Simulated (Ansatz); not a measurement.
Wurtzite LiH (it has left that coordination), relaxed with r2SCAN in Ansatz 0.2.0. The symmetry is P6_3/mmc (No. 194, hexagonal); a = 3.256 Å, c = 4.068 Å in the conventional setting, 9.34 Å³ an atom. Li has 5 H at 1.88–2.03 Å; H has 5 Li at 1.88–2.03 Å. The cell started from the wurtzite prototype, but the relaxation took it to the higher symmetry P6_3/mmc (No. 194), so the name no longer describes it.

The axes x, y and z are those of this cell:
```yaml
crystal:
  lattice:
    - [3.25583, 0.00000, 0.00000]
    - [-1.62791, 2.81963, 0.00000]
    - [0.00000, 0.00000, 4.06844]
  atoms:
    - { symbol: Li, position: [0.33333, 0.66667, 0.93749] }
    - { symbol: Li, position: [0.66667, 0.33333, 0.43749] }
    - { symbol: H, position: [0.33333, 0.66667, 0.43751] }
    - { symbol: H, position: [0.66667, 0.33333, 0.93751] }
```

Unstrained: PBE gives an indirect gap of 1.837 eV, from Γ to K; the least direct gap is 3.078 eV at Γ. r2SCAN gives an indirect gap of 2.342 eV, from Γ to K; the least direct gap is 3.658 eV at Γ. HSE06 gives an indirect gap of 2.736 eV, from Γ to K; the least direct gap is 4.056 eV at Γ. Meshes: PBE 12×12×6, r2SCAN 12×12×6, HSE06 6×6×4. Strains are changes of length per length. After each strain the atoms were relaxed again with r2SCAN within the symmetry that the strain leaves, so tilts or polar shifts that break it weren't tested; points keep the names that they have in the unstrained zone. Simulation only: spin-unpolarised, and no claim that this is the phase found in nature.

Problem. For epitaxial -4.95 % in the xy plane, how far does the free direction move, and what happens to the gap?

Solution. The normal strain at zero normal stress is +1.86 %, 0.38 of the in-plane strain with the sign turned. PBE: the gap goes from 1.837 to 2.211 eV (+0.374 eV). r2SCAN: the gap goes from 2.342 to 2.756 eV (+0.414 eV). HSE06: the gap goes from 2.736 to 3.160 eV (+0.424 eV).

Problem. Apply biaxial -0.33 % in x and y, z held. How far does the gap move, against the unstrained cell?

Solution. PBE: the gap goes from 1.837 to 1.848 eV (+0.011 eV). r2SCAN: the gap goes from 2.342 to 2.356 eV (+0.014 eV). HSE06: the gap goes from 2.736 to 2.750 eV (+0.014 eV). The r2SCAN energy rises by 0.1 meV an atom.

The meshes of the hybrids are coarse, so their gaps aren't converged to the digits shown.
